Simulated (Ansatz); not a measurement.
## Zone-centre modes in TiCo

These are results of DFT PBE, scalar-relativistic, plane waves, PAW (Ansatz 0.2.0), not measurements. The runs took a 420 eV cutoff, a Γ-centred 20×20×20 mesh and Gaussian smearing (0.15 eV). Collinear spins, started from moments 0.0, 1.1 μB in atom order; the magnetic state may not be the lowest.

The undisturbed cell (relaxed at this level; it needn't be the usual structure):

```
CELL_PARAMETERS angstrom
2.98559 0.00000 0.00000
0.00000 2.98559 0.00000
0.00000 0.00000 2.98559
ATOMIC_POSITIONS crystal
Ti 0.00000 0.00000 0.00000
Co 0.50000 0.50000 0.50000
```

Harmonic modes by finite displacements of 0.02 Å, without the LO–TO term.

Problem. At this geometry, is the structure stable against these modes?

Solution. Yes: no mode is imaginary beyond 10 cm⁻¹, and only the three translations lie near zero.

Problem. List the wavenumbers in cm⁻¹.

Solution. 0, 0, 0, 227, 227, 227.

Cost: 1 run of about 7 core-minutes, on Intel Xeon Processor @ 2.50GHz (Skylake/Cascade Lake) (shared hosts).